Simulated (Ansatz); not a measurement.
# Zn under strains and displacements

Level of theory: DFT PBEsol, scalar-relativistic, plane waves, PAW in Ansatz 0.2.0.

Settings: cutoff 420 eV, Γ-centred mesh 18×18×18 on the computed 1-atom cell, Gaussian smearing of 0.10 eV; no spin polarisation.

Reference cell:

```
Zn
1.0
    -1.56904    1.56904    1.56904
     1.56904   -1.56904    1.56904
     1.56904    1.56904   -1.56904
Zn
1
Direct
  0.00000 0.00000 0.00000
```

Each variant moves atoms of this cell by the vectors given, if any (Å), and then applies a symmetric strain (tensor components, Cartesian axes). The reference cell isn't relaxed at this level. Energies are per atom at zero smearing, counted from the lowest variant. Pressure is positive in compression.

1. strain (xx yy zz yz xz xy, %) 1.86 1.86 1.86 0.00 0.00 0.00
2. strain (xx yy zz yz xz xy, %) 3.32 3.32 3.32 0.00 0.00 0.00
3. strain (xx yy zz yz xz xy, %) -2.52 2.08 -2.31 -2.12 -1.49 -1.79

```json
{"result": "A", "ΔE (meV/atom)": "51.5", "P (GPa)": "-7.74"}
{"result": "B", "ΔE (meV/atom)": "89.3", "P (GPa)": "-9.08"}
{"result": "C", "ΔE (meV/atom)": "0.0", "P (GPa)": "-3.32"}
```

Q: Which variant gave which result?

A: A is 1, B is 2, C is 3. The pressure falls as the cell grows: from the smallest volume to the largest the variants are 3, 1, 2.

This bcc form isn't the element's structure at ambient conditions.

Cost: 3 runs of about 0.39 core-minutes in all, on Intel Xeon 6975P-C (Granite Rapids) (shared hosts).